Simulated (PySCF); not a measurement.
Reproducing measurements on isopentane

**The experiment to reproduce.**

NIST CCCBDB Release 22 (SRD 101), experimental polarizabilities lists, for the gas: mean polarisability 8.77 Å³.

How close the calculation comes is told at the end.

Species: isopentane, C₅H₁₂.
Numbering: `[CH3:1][CH2:2][CH:3]([CH3:4])[CH3:5]` (hydrogens: H6, H7, H8 on C1; H9, H10 on C2; H11 on C3; H12, H13, H14 on C4; H15, H16, H17 on C5)

Geometry (GFN2-xTB, Å), atoms numbered from 1 in this order:
```xyz
17
C5H12 angstrom
C      1.9245   -0.7875   -0.0319
C      0.8956    0.1971    0.5120
C     -0.3687    0.3032   -0.3482
C     -1.1799   -0.9901   -0.3263
C     -1.2329    1.4645    0.1399
H      2.1918   -0.5332   -1.0557
H      1.5415   -1.8044   -0.0172
H      2.8282   -0.7600    0.5735
H      1.3572    1.1860    0.5728
H      0.6139   -0.0970    1.5261
H     -0.0670    0.5068   -1.3822
H     -0.6146   -1.8159   -0.7497
H     -2.0917   -0.8729   -0.9084
H     -1.4561   -1.2462    0.6949
H     -1.5353    1.3015    1.1725
H     -0.6840    2.4024    0.0870
H     -2.1295    1.5577   -0.4692
```

The PySCF runs (gas phase, on this GFN2-xTB geometry; no spin–orbit coupling):

```csv
level,job,basis functions,wall time
B3LYP/def2-SVPD,"8 singlets by full TDDFT, 3 Tamm–Dancoff triplets, polarisability",196,40 s
```

Hardware: an Arm Neoverse N1 with one thread (shared host).

## Comparison

**Mean polarisability.** Measured: 8.77 Å³ (NIST CCCBDB Release 22 (SRD 101), experimental polarizabilities).

| level | computed (Å³) | computed − measured (Å³) | % (from the printed values) |
| --- | --- | --- | --- |
| B3LYP/def2-SVPD | 9.42 | +0.65 | +7 |

The computed values are static and purely electronic, with core orbitals frozen in the response (1 au = 0.148185 Å³). The table of measured values doesn't say here whether a value is static or optical, or holds a vibrational part. The measurement averages over conformers, the calculation has one.

No measured geometry was used, and the causes of the misses weren't examined.
